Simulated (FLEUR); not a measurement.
**CaO under changes of volume**

One of the cells (13.886 Å³/atom); the others are scaled copies at fixed shape and fractional positions:

```
Ca O
1.0
     0.00000    2.40356    2.40356
     2.40356    0.00000    2.40356
     2.40356    2.40356    0.00000
Ca O
1 1
Direct
  0.00000 0.00000 0.00000
  0.50000 0.50000 0.50000
```

The cell is a database's computed one.

```yaml
Program: FLEUR MaX-R8.1 (later development tree)
Functional: AM05
Potentials_or_basis: all-electron
Basis: FLAPW
Kmax: 4.24 1/bohr
k_mesh: 10 × 10 × 10
Occupations: fermi-dirac, width 0.05 eV
Spin: no spin polarisation
```

```csv
volume (Å³/atom),energy over the lowest point (meV/atom),gap on the mesh (eV)
13.052,8.95,3.56
13.330,1.79,3.57
13.886,0.00,3.60
14.441,?,?
14.719,23.98,3.60
```

Q: What does the run at 14.441 Å³/atom give?

A: Energy over the lowest point 13.08 meV/atom; gap on the mesh 3.60 eV.

Worked out: A Birch-Murnaghan fit of order 2 (a polynomial in V^(-2/3)) to the other rows has its minimum at 13.66 Å³/atom with B0 = V·E''(V) = 112 GPa. It gives 12.92 meV/atom at 14.441 Å³/atom, against the run's 13.08. A parabola through the other rows of the gap, of slope -0.0373 eV per unit of ln V there, gives 3.60 eV, against the run's 3.60.

Energies are extrapolated to zero smearing.

A mesh can miss the band edges.
